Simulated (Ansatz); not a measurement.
# Zr2NOS MXene monolayer in a perpendicular field, part 2 of 2

Aim: how the Zr2NOS MXene monolayer screens a field along its normal, and what the field does to its bands. A positive field points along +c.

Ansatz 0.2.0; plane-wave DFT, PBE-D3(BJ), Ansatz PAW.

So far. Step 2 (Relaxation): The lattice constant a goes from 3.217 to 3.315 Å.

### 3. Single point, field 0

A sawtooth potential applies the field, turning back in the middle of the vacuum. With the dipole correction the typed value is the field outside the slab. The induced dipole is small, so the SCF threshold is tight.

The cell differs from the one that the last finished run ended in (c 42.237 → 23.207 Å).

The input, input.yaml:

```yaml
crystal:
  lattice:
    - [3.3149084825, 0.0, 0.0]
    - [-1.6574542412, 2.8707949571, 0.0]
    - [0.0, 0.0, 23.2070283795]
  atoms:
    - { symbol: S, position: [0.3333333333, 0.6666666667, 0.3878135474] }
    - { symbol: Zr, position: [0.6666666667, 0.3333333333, 0.4571051785] }
    - { symbol: "N", position: [0.0, 0.0, 0.5157714705] }
    - { symbol: Zr, position: [0.3333333333, 0.6666666667, 0.5715926823] }
    - { symbol: O, position: [0.6666666667, 0.3333333333, 0.6121864526] }
kpoints:
  mp_grid: { grid: [18, 18, 1] }
  band_path:
    path: [[0, 0, 0], [0.5, 0, 0], [0.33333333, 0.33333333, 0], [0, 0, 0]]
    npoints: 16
hamiltonian:
  xc: pbe
  dispersion: d3bj
scf:
  occupations: { method: fermi_dirac, width: 0.02585 }
  convergence: { dr2_threshold: 1.0e-10 }
efield:
  axis: 3
  dipole_correction: true
  ramp_position: 0.97
  ramp_width: 0.06
  amplitude: 0
output:
  dos: { projected: true, e_range: [-6, 5] }
  write_potential: true
  write_density: true
  volumetric_format: npy
  elf: true
```

Command:

```console
ansatz run input.yaml --threads 2 --pin off --max-ram 3072MiB --backend cpu --events-out ev --progress --plain --runs-dir out
```

Numbers of over 12 decimals in the logs are rounded to 6 here.

What it wrote:

```text
[...]
Crystal: 5 atoms, lattice volume = 220.848 Å³
Basis set: ecut = 420 eV, 4397 PW (Γ)
Bands: 26, of which v1, the nominal top of the filled ones, is band 21 counted from 1 (20 counted from 0)
Symmetry: 6 space group operations
[...]
k-points: 37 of 324 (time reversal used)
[...]
SCF iter   1: F=—  HF=-10230.171282 eV  |F-HF|=—  |Δ(HF+E_count)|=         —  Δρ=3.56e-3  dr2=7.36e-2  ethr=1.77e-3  p=0.085 e·Å  D=6.96e-2 V/Å  ΔV_dip=-1.61 eV  dr2_dipole=1.88e-2  V_vac-E_F(+/−)=4.57/6.19 eV  ⟨swp⟩=8.7  Hψ=5267  notcnv=0
efield: sawtooth ramp at fractional position 0.9700 (set: `efield.ramp_position`, or a place that a band, a saddle search or an elastic batch's reference lends), width 0.0600; the density the first Hamiltonian is built on has a dipole p = 0.085 e·Å; the dipole correction subtracts the counter field D = 6.96e-2 V/Å, which shifts the + side's vacuum level by -1.61 eV against the − side's; the planar-averaged density in the ramp window peaks in size at 1.1e-5 e/Å³
[...]
SCF iter   2: F=—  HF=-10230.163060 eV  |F-HF|=—  |Δ(HF+E_count)|=   8.22e-3  Δρ=2.31e-3  dr2=1.41e-2  ethr=1.80e-4  p=0.065 e·Å  D=5.33e-2 V/Å  ΔV_dip=-1.24 eV  dr2_dipole=9.78e-4  V_vac-E_F(+/−)=4.51/5.74 eV  ⟨swp⟩=2.6  Hψ=1801  notcnv=0  defer=32
[...]
SCF iter  11: F=-10230.161223 eV  HF=-10230.161223 eV  |F-HF|=1.64e-11  |Δ(HF+E_count)|=  7.57e-10  Δρ=7.82e-8  dr2=1.54e-11  ethr=1.00e-12  p=0.059 e·Å  D=4.80e-2 V/Å  ΔV_dip=-1.11 eV  dr2_dipole=3.94e-13  V_vac-E_F(+/−)=4.57/5.69 eV  ⟨swp⟩=9.4  Hψ=2967  notcnv=0
SCF 1 converged in 11 iterations: F = -10230.161223 eV  dr2 = 1.54e-11
[...]
NSCF: frozen V_eff on 49 k-points
efield: sawtooth ramp at fractional position 0.9700 (kept from the solve that this one continues, or follows in the run), width 0.0600; the density the first Hamiltonian is built on has a dipole p = 0.059 e·Å; the dipole correction subtracts the counter field D = 4.80e-2 V/Å, which shifts the + side's vacuum level by -1.11 eV against the − side's; the planar-averaged density in the ramp window peaks in size at 2.2e-6 e/Å³
[...]
SCF converged after 11 iterations
Free energy (F): -10230.161223 eV
[...]
Internal energy: -10230.156295 eV  (E = F + TS)
E sigma→0 (E₀):  -10230.158759 eV
Entropy (-TS):   -0.004928 eV (-0.986 meV/atom)
Fermi energy:    0.784773 eV
Dipole field:    D = 0.048040 V/Å  (p = 0.058632 e·Å, saw-weighted, corrected)
Work function:   Φ+ = 4.5706 eV   Φ− = 5.6855 eV
Levels:          The Fermi level and band energies are counted from a zero that moves with the ramp; work functions are not
[...]
--- Band table (eV; the first three rows and the last of 37) ---
  k-point 0: bands = [... 17 lower, -1.7900, -0.1829, -0.1829, 1.3034, 1.3034, 1.4349, 2.9326, 2.9726, ... 1 higher]
  k-point 1: bands = [... 17 lower, -1.7674, -0.3613, -0.2641, 1.2345, 1.4315, 1.5651, 2.7768, 2.9944, ... 1 higher]
  k-point 2: bands = [... 17 lower, -1.8842, -0.6796, -0.4283, 1.0347, 1.7187, 1.8209, 2.7277, 3.0908, ... 1 higher]
  k-point 36: bands = [... 17 lower, -3.3455, -2.2646, -1.9673, 1.8884, 2.0540, 2.8306, 3.5174, 3.8458, ... 1 higher]
```

Wall time 11 s (2 threads of Intel Xeon Platinum 8559C (Emerald Rapids), shared host); peak memory 0.64 GiB; 21 s of CPU time.

Numbers from this step:

* energy at zero smearing: -10230.1588 eV
* work function, upper face: 4.571 eV
* work function, lower face: 5.685 eV
* dipole along the normal: 0.05863 e·Å
* step between the vacuum levels: -1.115 eV

Running mean over a fixed 2.8 Å (it still follows the layers) of the planar mean; the ramp of the sawtooth is left out. Electron's electrostatic potential energy less the Fermi level against z:

| z (Å) | electron's electrostatic potential energy less the Fermi level (eV) |
| --- | --- |
| 3.0 | 5.69 |
| 3.5 | 5.69 |
| 4.0 | 5.69 |
| 4.5 | 5.69 |
| 5.0 | 5.68 |
| 5.5 | 5.68 |
| 6.0 | 5.66 |
| 6.5 | 5.54 |
| 7.0 | 4.95 |
| 7.5 | 3.18 |
| 8.0 | 0.926 |
| 8.5 | -1.20 |
| 9.0 | -4.24 |
| 9.5 | -8.07 |
| 10.0 | -9.94 |
| 10.5 | -10.2 |
| 11.0 | -10.5 |
| 11.5 | -10.9 |
| 12.0 | -11.2 |
| 12.5 | -11.4 |
| 13.0 | -11.8 |
| 13.5 | -10.7 |
| 14.0 | -8.55 |
| 14.5 | -5.26 |
| 15.0 | -1.26 |
| 15.5 | 1.97 |
| 16.0 | 3.91 |
| 16.5 | 4.46 |
| 17.0 | 4.55 |
| 17.5 | 4.57 |
| 18.0 | 4.57 |
| 18.5 | 4.57 |
| 19.0 | 4.57 |
| 19.5 | 4.57 |
| 20.0 | 4.57 |

The density of states has structure finer than the step of the table below, so its rows give means over 0.25 eV, whole bins alone (the curve runs from -6 to 1.88 eV). Peaks (eV: height): -5.610: 19.9, -4.810: 10.8, -4.290: 10.6, -4.040: 12.3, -3.790: 15.6, -3.050: 7.23, 1.720: 6.40.

Density of states against energy, zero at the Fermi level; means over each step:

energy (eV), density of states (states/eV a cell) and a bar:
```
    -5.75        3.6 ##############
    -5.50        7.6 ##############################
    -5.25        3.3 ############
    -5.00        1.9 #######
    -4.75        5.7 ######################
    -4.50        2.4 #########
    -4.25        6.6 ##########################
    -4.00        6.4 #########################
    -3.75        6.0 ########################
    -3.50        2.0 #######
    -3.25        0.5 #
    -3.00        2.4 #########
    -2.75        2.5 #########
    -2.50        3.3 #############
    -2.25        1.8 ######
    -2.00        1.9 #######
    -1.75        2.7 ##########
    -1.50        1.7 ######
    -1.25        0.8 ##
    -1.00        0.3 
    -0.75        0.9 ###
    -0.50        1.1 ###
    -0.25        1.2 ####
     0.00        1.5 #####
     0.25        1.8 ######
     0.50        1.0 ###
     0.75        1.8 ######
     1.00        1.5 #####
     1.25        1.7 ######
     1.50        1.8 ######
     1.75        2.9 ###########
```

Projected DOS per atom over height of the atomic layer and energy from the Fermi level. Layers: S Zr N Zr O from below.

Ten even steps from '_' (0.01 states/eV) to '@' (2.83 states/eV), each cell a mean:
```
__::__==__
__..__::__
__::__::__
__..__..__
__..__::__
__..__..__
__..______
__..______
..________
==..______
++..______
==________
##....____
==..______
..________
==::==__==
----**..##
--::--..**
..::**::==
____::..::
__..++++@@
____..::==
```
Columns: height of the atomic layer (Å) from 9 to 14.2 (not evenly spaced); rows upwards: energy from the Fermi level (eV) from -5.96 to 1.87.

Electronic bands along the path, in eV, zero at the Fermi level:

| point | band 17 | band 18 | band 19 | band 20 | band 21 | band 22 | band 23 | band 24 |
| --- | --- | --- | --- | --- | --- | --- | --- | --- |
| Γ | -3.68 | -2.57 | -0.97 | -0.97 | 0.52 | 0.52 | 0.65 | 2.15 |
| halfway | -3.87 | -3.50 | -2.22 | -1.52 | -0.39 | 1.60 | 1.72 | 2.10 |
| M | -4.00 | -3.87 | -2.50 | -1.65 | -0.92 | 1.65 | 2.49 | 2.93 |
| halfway | -4.30 | -3.71 | -2.96 | -2.26 | 0.01 | 1.98 | 2.01 | 2.68 |
| K | -4.24 | -4.13 | -3.05 | -2.75 | 1.10 | 1.27 | 2.05 | 2.73 |
| halfway | -3.93 | -3.47 | -2.54 | -1.83 | 0.37 | 0.63 | 2.31 | 2.52 |
| Γ | -3.68 | -2.57 | -0.97 | -0.97 | 0.52 | 0.52 | 0.65 | 2.15 |

Electrostatic potential energy in the ca plane at fractional y = 0.333, with atoms of Zr and O within 0.2 Å of it. With pseudopotentials it is smooth inside the atoms' cores, unlike the true potential.

Values in eV, 5 rows by 16 columns, each cell a mean:
```
  6   6   6   6   6   4  -8 -33  -9  -1  -7  -6   6   6   6   6
  6   6   6   6   6   4 -17 -45 -19   1 -21 -27   6   6   6   6
  6   6   6   6   6   4  -8 -35  -9  -1  -8  -7   6   6   6   6
  6   6   6   6   6   0  -1  -4  -1  -6 -10   2   5   6   6   6
  6   6   6   6   6   0  -1  -3   0  -6 -10   2   5   6   6   6
```
Columns run along c (16.0 Å, from fractional 0.14 to 0.83 of the cell; values clipped at the 3rd and 97th percentile), rows up along a (3.3 Å). Atoms in or near the plane, at fractional coordinates: Zr at (0.46, 0.67), O at (0.61, 0.67).

Valence density in the ca plane at fractional y = 0.333, with atoms of Zr and O within 0.2 Å of it. It is the smooth field of the valence electrons, not physical close to the nuclei.

Values in e/Å³, 5 rows by 16 columns, each cell a mean:
```
0.0 0.0 0.0 0.0 0.0 0.0 0.1 0.2 1.4 1.4 0.2 0.3 1.5 0.3 0.0 0.0
0.0 0.0 0.0 0.0 0.0 0.0 0.0 0.2 2.8 2.8 0.2 0.4 5.0 0.9 0.0 0.0
0.0 0.0 0.0 0.0 0.0 0.0 0.1 0.2 1.5 1.5 0.2 0.3 1.6 0.3 0.0 0.0
0.0 0.0 0.0 0.0 0.0 0.0 0.2 0.4 0.3 0.3 0.4 0.5 0.2 0.0 0.0 0.0
0.0 0.0 0.0 0.0 0.0 0.0 0.2 0.4 0.3 0.3 0.4 0.5 0.2 0.0 0.0 0.0
```
Columns run along c (16.0 Å, from fractional 0.08 to 0.77 of the cell), rows up along a (3.3 Å). Atoms in or near the plane, at fractional coordinates: Zr at (0.46, 0.67), O at (0.61, 0.67).

ELF in the ca plane at fractional y = 0.333, with atoms of Zr and O within 0.2 Å of it. It is the smooth field of the valence electrons, not physical close to the nuclei.

Values, 5 rows by 16 columns, each cell a mean:
```
0.00 0.00 0.00 0.00 0.08 0.34 0.33 0.63 0.28 0.17 0.48 0.72 0.25 0.01 0.00 0.00
0.00 0.00 0.00 0.00 0.01 0.08 0.37 0.50 0.39 0.16 0.64 0.71 0.37 0.02 0.00 0.00
0.00 0.00 0.00 0.00 0.08 0.34 0.34 0.65 0.28 0.16 0.50 0.72 0.26 0.01 0.00 0.00
0.00 0.00 0.00 0.02 0.33 0.72 0.60 0.18 0.44 0.27 0.22 0.18 0.04 0.00 0.00 0.00
0.00 0.00 0.00 0.02 0.34 0.74 0.62 0.17 0.45 0.28 0.20 0.16 0.04 0.00 0.00 0.00
```
Columns run along c (16.0 Å, from fractional 0.14 to 0.83 of the cell), rows up along a (3.3 Å). Atoms in or near the plane, at fractional coordinates: Zr at (0.46, 0.67), O at (0.61, 0.67).

The work function of the upper face is 4.57 eV.

### 4. Single point, field 0.1 V/Å

Edit input.yaml of step 3 so:

```diff
@@ -27,5 +27,4 @@
   ramp_width: 0.06
-  amplitude: 0
+  amplitude: 0.1
 output:
-  dos: { projected: true, e_range: [-6, 5] }
   write_potential: true
@@ -33,2 +32 @@
   volumetric_format: npy
-  elf: true
```

What it wrote:

```text
[...]
Crystal: 5 atoms, lattice volume = 220.848 Å³
Basis set: ecut = 420 eV, 4397 PW (Γ)
Bands: 26, of which v1, the nominal top of the filled ones, is band 21 counted from 1 (20 counted from 0)
Symmetry: 6 space group operations
[...]
k-points: 37 of 324 (time reversal used)
[...]
k-point 0: bands = [... 17 lower, -1.8123, -0.2053, -0.2053, 1.2905, 1.2905, 1.4150, 2.9182, 2.9575, ... 1 higher]
  k-point 1: bands = [... 17 lower, -1.7889, -0.3843, -0.2866, 1.2194, 1.4186, 1.5478, 2.7591, 2.9792, ... 1 higher]
  k-point 2: bands = [... 17 lower, -1.9050, -0.7040, -0.4512, 1.0193, 1.7059, 1.8046, 2.7085, 3.0756, ... 1 higher]
  k-point 36: bands = [... 17 lower, -3.3415, -2.2914, -1.9985, 1.8778, 2.0431, 2.8177, 3.5043, 3.8268, ... 1 higher]
[key lines of the parts left out:]
SCF converged after 13 iterations
Free energy (F): -10230.168824 eV
Fermi energy:    0.769217 eV
Dipole field:    D = 0.076516 V/Å  (p = 0.093386 e·Å, saw-weighted, corrected)
```

Elapsed: 12 s, on 2 threads; peak memory 0.61 GiB.

The dipole is 0.0934 e·Å, 0.0348 e·Å from its value without field.

### 5. Atoms held, field -0.1 V/Å

Edit input.yaml of step 4 so:

```diff
@@ -27,3 +27,3 @@
   ramp_width: 0.06
-  amplitude: 0.1
+  amplitude: -0.1
 output:
```

What it wrote:

```text
[...]
Crystal: 5 atoms, lattice volume = 220.848 Å³
Basis set: ecut = 420 eV, 4397 PW (Γ)
Bands: 26, of which v1, the nominal top of the filled ones, is band 21 counted from 1 (20 counted from 0)
Symmetry: 6 space group operations
[...]
k-points: 37 of 324 (time reversal used)
[...]
k-point 0: bands = [... 17 lower, -1.7682, -0.1612, -0.1612, 1.3156, 1.3156, 1.4541, 2.9456, 2.9872, ... 1 higher]
  k-point 1: bands = [... 17 lower, -1.7463, -0.3390, -0.2423, 1.2488, 1.4437, 1.5817, 2.7935, 3.0090, ... 1 higher]
  k-point 2: bands = [... 17 lower, -1.8640, -0.6559, -0.4059, 1.0495, 1.7309, 1.8365, 2.7461, 3.1055, ... 1 higher]
  k-point 36: bands = [... 17 lower, -3.3501, -2.2384, -1.9367, 1.8984, 2.0642, 2.8429, 3.5300, 3.8643, ... 1 higher]
[key lines of the parts left out:]
SCF converged after 13 iterations
Free energy (F): -10230.157098 eV
Fermi energy:    0.799682 eV
Dipole field:    D = 0.019563 V/Å  (p = 0.023877 e·Å, saw-weighted, corrected)
```

Elapsed: 12 s, on 2 threads; peak memory 0.62 GiB; 24 s of CPU time.

The dipole is 0.0239 e·Å, -0.0348 e·Å from its value without field.

### 6. Response, atoms held

This step: plane-wave DFT, PBE-D3(BJ), Ansatz PAW; response to a field along the normal, atoms held (Ansatz 0.2.0).

The dipoles give the slope, and the difference of two potentials shows where the field is screened.

This step gave:

| Property | Result |
| --- | --- |
| equivalent conductor thickness p/(ε₀AE) | 6.608 Å |
| distance between the outer atoms | 5.207 Å |

Table of dipole of the cell by applied field:

| applied field (V/Å) | dipole of the cell (e·Å) |
| --- | --- |
| -0.1000 | 0.0239 |
| 0.0000 | 0.0586 |
| 0.1000 | 0.0934 |

Local field over the applied field, running mean. From the potentials at -0.1 and 0.1 V/Å; running mean over 2.5 Å. Table of local field over applied field by z:

z (Å), local field over applied field and a bar:
```
      4.5      0.999 ##############################
      5.0      0.998 ##############################
      5.5      0.993 ##############################
      6.0      0.978 #############################
      6.5      0.936 ############################
      7.0      0.840 #########################
      7.5      0.685 ####################
      8.0      0.506 ###############
      8.5      0.325 #########
      9.0      0.170 ####
      9.5      0.078 #
     10.0      0.046 
     10.5      0.035 
     11.0      0.035 
     11.5      0.042 
     12.0      0.047 
     12.5      0.053 #
     13.0      0.081 #
     13.5      0.144 ###
     14.0      0.257 #######
     14.5      0.408 ############
     15.0      0.581 #################
     15.5      0.744 ######################
     16.0      0.875 ##########################
     16.5      0.952 #############################
     17.0      0.984 ##############################
     17.5      0.995 ##############################
     18.0      0.999 ##############################
     18.5      1.000 ##############################
     19.0      1.000 ##############################
```

Electrons, planar mean, per unit field. Table of induced electron density by z:

| z (Å) | induced electron density (e/Å³ per V/Å) |
| --- | --- |
| 4.5 | 2.2e-6 |
| 5.0 | 7.9e-6 |
| 5.5 | 2.8e-5 |
| 6.0 | 9.4e-5 |
| 6.5 | 3.0e-4 |
| 7.0 | 8.6e-4 |
| 7.5 | 0.00218 |
| 8.0 | 0.00379 |
| 8.5 | 0.00260 |
| 9.0 | 6.3e-4 |
| 9.5 | 6.0e-4 |
| 10.0 | -5.6e-4 |
| 10.5 | -1.9e-4 |
| 11.0 | 1.9e-4 |
| 11.5 | 3.4e-4 |
| 12.0 | -1.1e-4 |
| 12.5 | -6.3e-4 |
| 13.0 | 2.3e-6 |
| 13.5 | 1.2e-5 |
| 14.0 | -0.00196 |
| 14.5 | -0.00220 |
| 15.0 | -0.00334 |
| 15.5 | -0.00173 |
| 16.0 | -6.5e-4 |
| 16.5 | -2.1e-4 |
| 17.0 | -6.5e-5 |
| 17.5 | -1.9e-5 |
| 18.0 | -5.2e-6 |
| 18.5 | -1.4e-6 |
| 19.0 | -3.9e-7 |

By hand: between -0.1 and 0.1 V/Å the dipole changes by 0.06951 e·Å, a slope of 0.3475 e·Å²/V. A perfect conductor of thickness t has p = ε₀AEt, so t = 180.95 × 0.3475 / 9.516 = 6.61 Å (e/ε₀ = 180.95 V·Å, A in Å²).

The induced dipole is that of a conductor 6.61 Å thick.

### 7. Outcome

```json
{
  "gap without field": "none",
  "work function, upper face": "4.57 eV",
  "step between the vacuum levels": "-1.11 eV",
  "equivalent conductor thickness, atoms held": "6.61 Å"
}
```

What this shows: The induced dipole equals that of a perfect conductor 6.61 Å thick, while the outer atoms lie 5.21 Å apart. The two faces differ: the vacuum level above lies 1.11 eV lower than the one below. There is no gap over 0.03 eV, with or without the field. The first relaxation ran with spin and lost its moment, and the later runs have none; other magnetic states were not tried. Spin-orbit coupling is left out. The MXene's terminations sit over the metal atoms of its far layer; the site over carbon or nitrogen, which some compounds prefer, was not run.

[Logs are printed without paths, hosts, clocks, repeated set-up lines and the standing remarks that a program may print on its own settings, such as how far it seeks lower states.]

[Hosts, paths, dates, database ids (printed as entryN), source tags and the programs' standing remarks are cut or masked in the printed files.]

[Maps of the electrostatic potential energy from Ansatz leave out the sawtooth potential of an applied field or a dipole correction, so their vacuum need not be flat; planar profiles and work functions include it.]

[The density of states shown here was stored with 400 of the rows of the run's finer table, so its peaks can read low, often by over a quarter, or be missed, and its means over a window can be off by a tenth or more.]
